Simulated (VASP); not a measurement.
# Pb (Fm-3m) in VASP: a series of runs, part 2 of 2

VASP 6.6.1. Earlier steps stand in the parts before.

## Step 3: Relaxation of cell and atoms, PBE

This run uses another cell than the first one, of 32.00 Å³/atom, 1.055 times its volume.

The input, INCAR:

```
SYSTEM = Pb
ALGO     = Normal         ! electronic algorithm
EDIFF    = 1E-7           ! SCF threshold, eV
EDIFFG   = -0.005         ! ionic threshold
ENCUT    = 600            ! plane-wave cutoff, eV
GGA      = PE             ! functional
IBRION   = 2              ! ionic algorithm
ISIF     = 3              ! what is computed and relaxed
ISMEAR   = 1              ! smearing method
LASPH    = .TRUE.         ! aspherical terms in the spheres
LCHARG   = .FALSE.        ! write CHGCAR
LREAL    = .FALSE.        ! projectors in reciprocal space
LWAVE    = .FALSE.        ! write WAVECAR
NELM     = 80             ! most SCF steps
NSW      = 90             ! ionic steps
PREC     = Accurate       ! precision mode
SIGMA    = 0.1            ! smearing width, eV
```

The input, KPOINTS:

```
k-points
0
G
  14 14 14
  0 0 0
```

The input, POSCAR:

```
Pb                                      
1.0
    0.0000000000      2.5198484565      2.5198484565
    2.5198484565      0.0000000000      2.5198484565
    2.5198484565      2.5198484565      0.0000000000
  Pb            
     1
Direct
     0.0000000000000000    0.0000000000000000    0.0000000000000000
```

Potentials or basis: VASP PAW PBE potentials, release 64 (Pb_d).

Launch:

```console
cat potpaw_PBE.64/Pb_d/POTCAR > POTCAR
mpirun -np 1 vasp_std > vasp.out
```

OUTCAR:

```text
SYSTEM = Pb
   EDIFF = 1E-7
   EDIFFG = -0.005
   ENCUT = 600
   GGA = PE
   IBRION = 2
   ISIF = 3
   ISMEAR = 1
   LASPH = .TRUE.
   LREAL = .FALSE.
   NELM = 80
   NSW = 90
   PREC = Accurate

 ion  position               nearest neighbor table
   1  0.000  0.000  0.000-

  LATTYP: Found a face centered cubic cell.
 ALAT       =     5.0396969130

  Lattice vectors:

 A1 = (   0.0000000000,   2.5198484565,   2.5198484565)
 A2 = (   2.5198484565,   0.0000000000,   2.5198484565)
 A3 = (   2.5198484565,   2.5198484565,   0.0000000000)

Analysis of symmetry for initial positions (statically):
=====================================================================
 Subroutine PRICEL returns:
 Original cell was already a primitive cell.

 Routine SETGRP: Setting up the symmetry group for a
 face centered cubic supercell.

 Subroutine GETGRP returns: Found 48 space group operations
 (whereof 48 operations were pure point group operations)
 out of a pool of 48 trial point group operations.

The static configuration has the point symmetry O_h .

Analysis of symmetry for dynamics (positions and initial velocities):
=====================================================================
 Subroutine PRICEL returns:
 Original cell was already a primitive cell.

 Routine SETGRP: Setting up the symmetry group for a
 face centered cubic supercell.

 Subroutine GETGRP returns: Found 48 space group operations
 (whereof 48 operations were pure point group operations)
 out of a pool of 48 trial point group operations.

The dynamic configuration has the point symmetry O_h .

 Subroutine INISYM returns: Found 48 space group operations
 (whereof 48 operations are pure point group operations),
 and found     1 'primitive' translations

----------------------------------------------------------------------------------------

                                     Primitive cell
[... 163 lines left out ...]
 -----------------------------------------------------------------------------------
    total drift:                               -0.000000     -0.000000     -0.000000

  FREE ENERGIE OF THE ION-ELECTRON SYSTEM (eV)
  ---------------------------------------------------
  free  energy   TOTEN  =        -3.5677736708 eV

  energy  without entropy=       -3.5677539724  energy(sigma->0) =       -3.56776710

--------------------------------------- Ionic step        2  -------------------------------------------

 number of electron      14.0000003 magnetization

 Free energy of the ion-electron system (eV)
  ---------------------------------------------------
  ext. energy  EPLUGINS =         0.00000000
  ---------------------------------------------------
  free energy    TOTEN  =        -3.56777570 eV

  energy without entropy =       -3.56775862  energy(sigma->0) =       -3.56777001

 E-fermi :   6.6851     XC(G=0):  -9.9252

 val. band max:        6.6844838976   @ k =   0.3571   0.2857   0.0000
 cond. band min:       6.7395212161   @ k =  -0.2857   0.2857   0.0714
 fundamental gap:      0.0550373185
 Fermi energy:         6.6851498871

 k-point     1 :       0.0000    0.0000    0.0000
  band No.  band energies     occupation
      1     -10.3519      2.00000
      2     -10.3519      2.00000
      3     -10.3519      2.00000
      4     -10.2337      2.00000
      5     -10.2337      2.00000
      6      -4.7107      2.00000
      7      13.6775      0.00000
      8      13.6775      0.00000
      9      13.6775      0.00000
     10      16.4087      0.00000
     11      17.3329      0.00000
[... 309 lines left out ...]
 k-point    24 :       0.2857    0.1429    0.0000
  band No.  band energies     occupation
      1     -10.3851      2.00000
      2     -10.3020      2.00000
      3     -10.2785      2.00000
      4     -10.2422      2.00000
      5     -10.1745      2.00000
      6      -3.3668      2.00000
      7       7.8001     -0.00000
      8      11.1827      0.00000
      9      11.3662      0.00000
     10      14.9731      0.00000
     11      16.4706      0.00000

 [... further k-points ...]
[... 5 lines left out ...]
  --------------------------------------------------------------------------------------
  -------------------------------------------------------------------------------------
  Total       -0.0001023     -0.0001023     -0.0001023     -0.0000000     -0.0000000      0.0000000
  in kB       -0.0051195     -0.0051195     -0.0051195     -0.0000000     -0.0000000      0.0000000
  external PRESSURE =      -0.0051195 kB  Pullay stress =       0.0000000 kB

 VOLUME and BASIS-vectors are now :
 -----------------------------------------------------------------------------
  energy-cutoff  :      600.00
  volume of cell :       32.03
      direct lattice vectors                 reciprocal lattice vectors
    -0.000000000  2.520528605  2.520528605    -0.198371087  0.198371087  0.198371087
     2.520528605 -0.000000000  2.520528605     0.198371087 -0.198371087  0.198371087
     2.520528605  2.520528605  0.000000000     0.198371087  0.198371087 -0.198371087

 POSITION                                       TOTAL-FORCE (eV/Angst)
 -----------------------------------------------------------------------------------
      0.00000      0.00000      0.00000        -0.000000      0.000000     -0.000000
 -----------------------------------------------------------------------------------
    total drift:                               -0.000000     -0.000000     -0.000000

  FREE ENERGIE OF THE ION-ELECTRON SYSTEM (eV)
  ---------------------------------------------------
  free  energy   TOTEN  =        -3.5677757037 eV

  energy  without entropy=       -3.5677586164  energy(sigma->0) =       -3.56777001

 reached required accuracy - stopping structural energy minimisation
```

CONTCAR:

```text
Pb
   1.00000000000000
    -0.0000000000000000    2.5205286051512412    2.5205286051512412
     2.5205286051512412   -0.0000000000000000    2.5205286051512412
     2.5205286051512412    2.5205286051512412    0.0000000000000000
  Pb
     1
Direct
     0.0000000000000000    0.0000000000000000    0.0000000000000000

  0.00000000E+00  0.00000000E+00  0.00000000E+00
```

It took 25 s on 1 thread of Intel Xeon 6975P-C (Granite Rapids), shared host; peak memory 0.18 GiB.

What came out:

```
Free energy                            : -3.5678 eV
Relaxed volume                         : 32.03 Å³/atom
Relaxed cell                           : a = 3.565 Å, b = 3.565 Å, c = 3.565 Å, α = 60.00°, β = 60.00°, γ = 60.00°
Space group after relaxing (to 0.05 Å) : Fm-3m (No. 225)
Energy gained by relaxing              : 0.0 meV/atom
Ionic steps                            : 2
Pressure after relaxing                : 0.0 GPa
Band gap on the k mesh                 : none (metal or under the smearing width)
```

Final structure:
```
Pb
1.0
     0.00000    2.52053    2.52053
     2.52053    0.00000    2.52053
     2.52053    2.52053    0.00000
Pb
1
Direct
  0.00000 0.00000 0.00000
```

The run has no spin-orbit coupling, so splittings on Pb are missing.

## Step 4: Relaxation of cell and atoms, PBEsol

The input, INCAR:

```
PREC = Accurate
ENCUT = 600
EDIFF = 1E-6
ISMEAR = 1
SIGMA = 0.1
LREAL = False
LASPH = True
NELM = 80
ALGO = Normal
ISIF = 3
LWAVE = False
LCHARG = False
GGA = PS
IBRION = 2
NSW = 90
EDIFFG = -0.01
```

The input, KPOINTS:

```
Automatic mesh
0
Gamma
  14 14 14
```

The input, POSCAR:

```
Pb
1.0
    0.0000000000      2.4750200000      2.4750200000
    2.4750200000      0.0000000000      2.4750200000
    2.4750200000      2.4750200000      0.0000000000
Pb
1
Direct
    0.0000000000      0.0000000000      0.0000000000
```

Launch:

```console
cat potpaw_PBE.64/Pb_d/POTCAR > POTCAR
mpirun -np 1 vasp_std > vasp.out
```

Run time: 41 s. Hardware: 1 thread of AMD EPYC 9R45 (Zen 5), shared host; peak memory 0.16 GiB.

It converged, with:

```yaml
Free_energy: -4.0028 eV
Relaxed_volume: 30.03 Å³/atom
Relaxed_cell: a = 3.489 Å, b = 3.489 Å, c = 3.489 Å, α = 60.00°, β = 60.00°, γ = 60.00°
Space_group_after_relaxing_to_0.05_Å: Fm-3m (No. 225)
Energy_gained_by_relaxing: 0.4 meV/atom
Ionic_steps: 3
Pressure_after_relaxing: 0.0 GPa
Band_gap_on_the_k_mesh: none (metal or under the smearing width)
```

Step by step:
```tsv
step	energy change (eV)	largest force (eV/Å)	pressure (GPa)	volume (Å³)
1	0.0000	0.0000	-0.45	30.32
2	-0.0004	0.0000	0.15	29.95
3	-0.0004	0.0000	0.00	30.03
```

Final structure:
```
CELL_PARAMETERS angstrom
0.00000 2.46717 2.46717
2.46717 0.00000 2.46717
2.46717 2.46717 0.00000
ATOMIC_POSITIONS crystal
Pb 0.00000 0.00000 0.00000
```

Levels at points of the mesh, in eV from the Fermi level:
| k point | band 4 | band 5 | band 6 | band 7 | band 8 | band 9 | band 10 | band 11 |
| --- | --- | --- | --- | --- | --- | --- | --- | --- |
| (0.00, 0.00, 0.00) | -16.89 | -16.89 | -11.87 | 7.45 | 7.45 | 7.45 | 9.73 | 11.40 |
| (0.50, 0.00, 0.00) | -16.75 | -16.75 | -8.19 | -4.31 | 5.59 | 5.59 | 9.19 | 9.51 |
| (0.50, 0.50, 0.00) | -16.71 | -16.71 | -6.75 | -3.36 | 2.01 | 2.01 | 5.35 | 6.64 |

Caveat: the PAW data sets were made with another functional, which shifts forces and pressure a little. Spin-orbit coupling is left out, which matters for the levels of Pb.
